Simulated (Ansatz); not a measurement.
Working through a comparison of functionals at one structure of CuI, space group Cmcm

Program: Ansatz 0.2.0 through its Python package.

Run as a notebook:

**Cell 1**
```python
import warnings

import ansatz as az
from tabulate import tabulate
```

**Cell 2**
```python
warnings.simplefilter("ignore", az.DeckWarning)

xtal = (
    az.Lattice.of((3.73316759, -3.71108637, 0.0), (3.73316759, 3.71108637, 0.0), (0.0, 0.0, 4.30699767))
    .atom("Cu", (0.42043883, 0.57956117, 0.75))
    .atom("Cu", (0.57956117, 0.42043883, 0.25))
    .atom("I", (0.77004268, 0.22995732, 0.75))
    .atom("I", (0.22995732, 0.77004268, 0.25))
)

setup = (
    xtal.calculation()
    .kpoints(4, 4, 6, center="gamma")
    .occupations("fixed")
    .stress()
    .band_table()
)
```

**Cell 3**
```python
rows = []
for value in ["lda", "pbesol", "blyp"]:
    report = setup.functional(value).run(threads=1, pin="off").report
    rows.append((value, report["free_energy_ev"] / len(report["lattice"]["sites"]), report["n_iterations"], sum(report["stress_gpa"][i][i] for i in range(3)) / 3, report["gap_by_band_count_ev"], report["n_kpoints"]))
```

**Cell 4**
```python
print(tabulate(rows, headers=["functional", "F/atom (eV)", "iterations", "P (GPa)", "gap by band count (eV)", "k-points"], floatfmt=".4f", tablefmt="grid"))
```
Output:
```text
+--------------+---------------+--------------+-----------+--------------------------+------------+
| functional   |   F/atom (eV) |   iterations |   P (GPa) |   gap by band count (eV) |   k-points |
+==============+===============+==============+===========+==========================+============+
| lda          |    -6955.7807 |            9 |   -3.0433 |                   0.8597 |         28 |
+--------------+---------------+--------------+-----------+--------------------------+------------+
| pbesol       |    -7010.5688 |            9 |   -1.2699 |                   0.9292 |         28 |
+--------------+---------------+--------------+-----------+--------------------------+------------+
| blyp         |    -7082.5866 |            8 |    4.1447 |                   1.0457 |         28 |
+--------------+---------------+--------------+-----------+--------------------------+------------+
```

From lowest to highest: LDA (-3.0 GPa), PBEsol (-1.3 GPa) and BLYP (4.1 GPa). At a fixed cell a lower pressure usually means a smaller equilibrium volume, so LDA prefers the smallest cell and BLYP the largest. Gaps by band count in the reports: LDA 0.86 eV, PBEsol 0.93 eV and BLYP 1.05 eV (Kohn-Sham values on this mesh, as a rule under measured gaps).

What to keep in mind:
- Semilocal gaps usually lie well under measured ones.
- Pressure is positive in compression.
- Without a Hubbard U or exact exchange, semilocal functionals often make such 3d compounds metallic or too weakly gapped.
- This cell is a computed structure, which may not be the phase found in nature.
- Gaps and levels are Kohn-Sham values on a finite set of k-points, without spin-orbit coupling.
- Total energies of different functionals can't be compared; pressures, moments and gaps at this one structure can.
- Wall time of the script: 28 s on 1 thread of Arm Neoverse V1, with other jobs on the host, peak memory 0.49 GiB.
